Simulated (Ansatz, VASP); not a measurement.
# Al2O3 in two plane-wave programs

Wanted: the spread between two codes on one cell, functional and k mesh. Of the first pair: The cell is taken from a series of runs on this material, whose earlier steps may have relaxed, scaled, displaced or heated it; both programs get it as it stands.

Program: Ansatz 0.2.0. Level of theory: plane waves, with VASP 6.6.1 beside it; relaxation of cell and atoms at PBEsol and single point at PBEsol. Results are calculated unless marked as measured.

### 1. Set-up

The structure is trigonal, space group R-3c (No. 167). The conventional cell has a = 4.773 Å, b = 4.773 Å, c = 13.013 Å, α = 90.00°, β = 90.00°, γ = 120.00°. Nearest to Al lie 6 O at 1.86 to 1.97 Å. Nearest to O lie 4 Al at 1.86 to 1.97 Å. Farther neighbours and most contacts between anions are not listed.

### 2. Ansatz: relaxation of cell and atoms, PBEsol

Ansatz runs on its PAW soft_1 files.

The relaxed volume is the usual yardstick between codes: in a stiff, nearly cubic crystal its relative difference is about their pressure difference at one cell divided by the bulk modulus.

Input file input.yaml:

```yaml
crystal:
  lattice:
    - [2.3865529739, 1.3778770019, 4.3377665727]
    - [-2.3865529739, 1.3778770019, 4.3377665727]
    - [0.0, -2.7557540039, 4.3377665727]
  atoms:
    - { symbol: Al, position: [0.3520247839, 0.3520247839, 0.3520247839] }
    - { symbol: Al, position: [0.1479752161, 0.1479752161, 0.1479752161] }
    - { symbol: Al, position: [0.6479752161, 0.6479752161, 0.6479752161] }
    - { symbol: Al, position: [0.8520247839, 0.8520247839, 0.8520247839] }
    - { symbol: O, position: [0.5558703685, 0.9441296315, 0.25] }
    - { symbol: O, position: [0.25, 0.5558703685, 0.9441296315] }
    - { symbol: O, position: [0.9441296315, 0.25, 0.5558703685] }
    - { symbol: O, position: [0.4441296315, 0.0558703685, 0.75] }
    - { symbol: O, position: [0.75, 0.4441296315, 0.0558703685] }
    - { symbol: O, position: [0.0558703685, 0.75, 0.4441296315] }
kpoints:
  mp_grid: { grid: [7, 7, 7] }
scf:
  occupations: { method: fermi_dirac, width: 0.02 }
hamiltonian:
  xc: pbesol
  pseudopotentials: { kind: paw, azcp: { folder: soft_1 }, xc_functional: pbe }
basis:
  ecutwfc: 600
output:
  forces: true
  stress: true
relax:
  f_tol: 0.005
  max_steps: 70
  cell: { stress_tol: 0.02, p_target: 0 }
```

On the command line:

```sh
> ansatz run input.yaml --threads 4 --pin off --max-ram 10240MiB --backend cpu --events-out ev --progress --plain --runs-dir out
```

Numbers of over 12 decimals in the logs are rounded to 6 here.

The log of the run:

```text
Engine: ansatz 0.2.0, aarch64-unknown-linux-gnu
Pseudopotentials: kind: paw
Pseudopotential: Al, paw, valence charge 3, recommended cutoff 420 eV (normal), soft_1/Al.paw.azcp
Pseudopotential: O, paw, valence charge 6, recommended cutoff 420 eV (normal), soft_1/O.paw.azcp
Functional definition: PBEsol
  exchange = pbesol_x
  correlation = pbesol_c
Crystal: 10 atoms, lattice volume = 85.585 Å³
Basis set: ecut = 600 eV, 2861 PW (Γ), exchange–correlation on 90×90×90 points (8 copies of the dense FFT grid, shifted against one another)
Bands: 34, of which v1, the nominal top of the filled ones, is band 24 counted from 1 (23 counted from 0)
Symmetry: 12 space group operations
Space group: R-3c (ITA 167), of the structure as read, at distance tolerance 4.4e-5 Å
k-points: 44 of 343
Non-local potential: Al, projectors of the file, l = 0: 2, l = 1: 2, l = 2: 1
Non-local potential: O, projectors of the file, l = 0: 2, l = 1: 2, l = 2: 1
PAW form: soft (Blöchl's): semilocal exchange-correlation on the pseudo side does not see the compensation charge
PAW frozen core: Al, regenerated for the run's functional, and the local potential with it (the file was generated under x = pbe(κ = 0.804, μ = 0.219515), c = pbe(β = 0.066725))
PAW frozen core: O, regenerated for the run's functional, and the local potential with it (the file was generated under x = pbe(κ = 0.804, μ = 0.219515), c = pbe(β = 0.066725))
PAW one-centre angular grid: Al, 110 points (default); XC on 64 Gauss nodes
PAW one-centre angular grid: O, 110 points (default); XC on 64 Gauss nodes
Initial density: superposition of atomic densities (chi_scale 0.1, normalization cell, long waves kept (reshape's long-wave potential 0.00 eV rms))
Initial wavefunctions: pseudopotential atomic-orbital guess
Functional: x = pbesol(κ = 0.804, μ = 0.123457), c = pbesol(β = 0.046)
SCF iter   1: F=—  HF=-5482.135604 eV  |F-HF|=—  |Δ(HF+E_count)|=         —  Δρ=1.18e-1  dr2=1.13e1  ethr=3.10e-3  ⟨swp⟩=7.1  Hψ=7443  notcnv=0  defer=8
preconditioner: auto → Resta (q_TF=auto, 2.478 Å⁻¹)  ε∞=3.3  [insulator: Δε(μ)=7.013 eV  Ē_g=18.248 eV  σ=0.020 eV  W_gap=1.00  n_scr=20 (ndim 8)  ℏωp=27.8 eV  f_vac=0.000  D(μ)=0.00/eV (n_scr^D=0)  ε∞_Penn≈3.3]
SCF iter   2: F=—  HF=-5479.102588 eV  |F-HF|=—  |Δ(HF+E_count)|=    3.03e0  Δρ=4.14e-2  dr2=7.28e-1  ethr=3.10e-3  ⟨swp⟩=3.1  Hψ=3374  notcnv=0  defer=165
SCF iter   3: F=—  HF=-5478.950136 eV  |F-HF|=—  |Δ(HF+E_count)|=   1.52e-1  Δρ=2.06e-2  dr2=2.06e-1  ethr=1.52e-3  ⟨swp⟩=2.0  Hψ=1544  notcnv=0  defer=165
SCF iter   4: F=—  HF=-5478.916267 eV  |F-HF|=—  |Δ(HF+E_count)|=   3.39e-2  Δρ=1.37e-3  dr2=8.29e-4  ethr=4.29e-4  ⟨swp⟩=3.0  Hψ=2353  notcnv=0  defer=165
SCF iter   5: F=—  HF=-5478.916939 eV  |F-HF|=—  |Δ(HF+E_count)|=   6.72e-4  Δρ=1.57e-4  dr2=2.69e-5  ethr=1.73e-6  ⟨swp⟩=2.0  Hψ=2407  notcnv=0  defer=165
SCF iter   6: F=—  HF=-5478.917042 eV  |F-HF|=—  |Δ(HF+E_count)|=   1.04e-4  Δρ=4.12e-5  dr2=1.62e-6  ethr=5.60e-8  ⟨swp⟩=2.6  Hψ=2699  notcnv=0  defer=165
SCF iter   7: F=-5478.917043 eV  HF=-5478.917043 eV  |F-HF|=5.25e-9  |Δ(HF+E_count)|=   8.38e-7  Δρ=4.59e-6  dr2=1.29e-8  ethr=2.08e-10  ⟨swp⟩=4.8  Hψ=5070  notcnv=0
SCF 1 converged in 7 iterations: F = -5478.917043 eV  dr2 = 1.29e-8
  greatest PAW one-centre occupation: 0.856 electrons in one spin orbital (limit 2), on the O atom at site 7 (counted from 0), in its partial waves of l = 0
relax step   1: F+E_penalty+E_count = -5478.91704306 eV  Δ(F+E_penalty+E_count) = +0.000e0 eV  max|allowed force component| = 4.045e-3 eV/Å  Δτ_max = 0.0000 Å  P = +0.002 GPa  Ω = 85.585 Å³  (7 SCF iters, dr2 threshold 1.00e-7 eV, accepted)
Initial density: handed on by an earlier stage of this run
Initial wavefunctions: pseudopotential atomic-orbital guess (no wavefunctions were taken with the density)
iter 1 solved again at ethr=3.32e-8 eV; its pass at ethr=3.10e-3 eV (dr2=1.59e-5 eV) is discarded
SCF iter   1: F=—  HF=-5478.916961 eV  |F-HF|=—  |Δ(HF+E_count)|=         —  Δρ=4.60e-6  dr2=1.29e-8  ethr=3.32e-8  ⟨swp⟩=3.4  Hψ=12530  notcnv=0
preconditioner: auto → Resta (q_TF=auto, 2.478 Å⁻¹)  ε∞=3.6  [insulator: Δε(μ)=6.039 eV  Ē_g=17.373 eV  σ=0.020 eV  W_gap=1.00  n_scr=20 (ndim 8)  ℏωp=27.8 eV  f_vac=0.000  D(μ)=0.00/eV (n_scr^D=0)  ε∞_Penn≈3.6]
SCF iter   2: F=—  HF=-5478.917043 eV  |F-HF|=—  |Δ(HF+E_count)|=   8.25e-5  Δρ=2.79e-6  dr2=5.36e-9  ethr=2.68e-11  ⟨swp⟩=2.0  Hψ=2421  notcnv=0
SCF iter   3: F=—  HF=-5478.917043 eV  |F-HF|=—  |Δ(HF+E_count)|=   2.66e-9  Δρ=4.75e-7  dr2=1.42e-10  ethr=1.12e-11  ⟨swp⟩=3.0  Hψ=2659  notcnv=0
SCF iter   4: F=-5478.917043 eV  HF=-5478.917043 eV  |F-HF|=9.09e-12  |Δ(HF+E_count)|=  7.28e-12  Δρ=1.65e-7  dr2=1.50e-11  ethr=1.00e-12  ⟨swp⟩=5.6  Hψ=5798  notcnv=0
SCF 2 converged in 4 iterations: F = -5478.917043 eV  dr2 = 1.50e-11
  greatest PAW one-centre occupation: 0.856 electrons in one spin orbital (limit 2), on the O atom at site 9 (counted from 0), in its partial waves of l = 0
relax step   2: F+E_penalty+E_count = -5478.91704306 eV  Δ(F+E_penalty+E_count) = -8.276e-10 eV  max|allowed force component| = 4.051e-3 eV/Å  Δτ_max = 0.0000 Å  P = +0.002 GPa  Ω = 85.585 Å³  stress off target by 1.24e-2 GPa  SCF on the basis re-selected at this cell (its energy is not comparable with the rows above)  (4 SCF iters)
basis re-selected at this cell: Δ(F+E_penalty+E_count) = -8.276e-10 eV, ΔP = +0.000 GPa vs the last step (what re-selecting the basis moved, of the pressure what is left beyond the Pulay correction that the steps carried, after the strain that the cell walked since its last selection, with what the two solves' SCF thresholds leave and, on support functions, any second-order correction that the steps lacked; it is no  [...]
SCF converged after 4 iterations
Free energy (F): -5478.917043 eV
Harris-Foulkes:  -5478.917043 eV  (|F-HF|=9.09e-12)
Internal energy: -5478.917043 eV  (E = F + TS)
E sigma→0 (E₀):  -5478.917043 eV
Fermi energy:    10.542451 eV
--- Per-component energies (eV) ---
  E_band       = 56.388128
  E_kinetic    = 1135.694486
  E_local      = -1961.508385  (includes V_loc(G=0)·N_el)
  E_nonlocal   = 353.896050
  E_hartree    = 741.617323
  E_xc         = -584.820590
  E_vxc        = -676.573658  (∫ρ·V_xc dr)
  E_paw        = -2772.493806  (= ΣΔE_a)
  E_vpaw       = -278.356115  (= ΣTr[D̂ρ^β])
  E_aug_tail   = 0.001192  (compensation charges beyond the density's cutoff)
  E_ewald      = -2391.591596
  E_core_change = 0.288284  (= ΣΔE_core)
  E_smearing   = -0.000000  (= −TS)
  E_closure    = -0.000000  (closes the sum)
  Σ components = -5478.917043   (vs F -5478.917043, Δ=0.00e0)
--- Forces (eV/Å), atoms counted from 1 ---
  atom   1  Al     0.00000000    -0.00000000     0.00405058
  atom   2  Al     0.00000000     0.00000000    -0.00405058
  atom   3  Al    -0.00000000     0.00000000    -0.00405058
  atom   4  Al    -0.00000000    -0.00000000     0.00405058
  atom   5  O     -0.00215441     0.00000000     0.00000000
  atom   6  O      0.00107721    -0.00186577    -0.00000000
  atom   7  O      0.00107721     0.00186577     0.00000000
  atom   8  O      0.00215441     0.00000000     0.00000000
  atom   9  O     -0.00107721     0.00186577     0.00000000
  atom  10  O     -0.00107721    -0.00186577    -0.00000000
  max |Σ_I F_I| component: 4.63e-18 eV/Å
--- Stress (GPa, compression-positive) ---
        0.009649       0.000000       0.000000
        0.000000       0.009649       0.000000
        0.000000       0.000000      -0.012400
  P = ⅓ Tr σ = 0.0023 GPa (0.023 kbar)
--- Relaxed structure (1 steps of the walk, 1 accepted, 1 SCFs on fresh bases) ---
  F+E_penalty+E_count = -5478.91704306 eV   max|allowed force component| = 4.051e-3 eV/Å   (the final SCF, on the basis selected at the relaxed cell)
  cell:  # Å, volume = 85.5853 Å³
    - [2.386553, 1.377877, 4.337767]
    - [-2.386553, 1.377877, 4.337767]
    - [0.0, -2.755754, 4.337767]
  atoms:
    - { symbol: Al, position: [0.352025, 0.352025, 0.3520247839] }
    - { symbol: Al, position: [0.1479752161, 0.1479752161, 0.1479752161] }
    - { symbol: Al, position: [0.6479752161, 0.6479752161, 0.6479752161] }
    - { symbol: Al, position: [0.852025, 0.852025, 0.8520247839] }
    - { symbol: O, position: [0.5558703685, 0.9441296315, 0.250000] }
    - { symbol: O, position: [0.250000, 0.555870, 0.944130] }
    - { symbol: O, position: [0.944130, 0.250000, 0.555870] }
    - { symbol: O, position: [0.444130, 0.055870, 0.750000] }
    - { symbol: O, position: [0.75, 0.444130, 0.055870] }
    - { symbol: O, position: [0.055870, 0.75, 0.444130] }
```

[end of part 1 of 3]

[Lines on the potential files, build, host, timing and source positions are cut from VASP's logs without a mark.]

[Logs are printed without paths, hosts, clocks, repeated set-up lines and the standing remarks that a program may print on its own settings, such as how far it seeks lower states.]

[Hosts, paths, dates, database ids (printed as entryN), source tags and the programs' standing remarks are cut or masked in the printed files.]
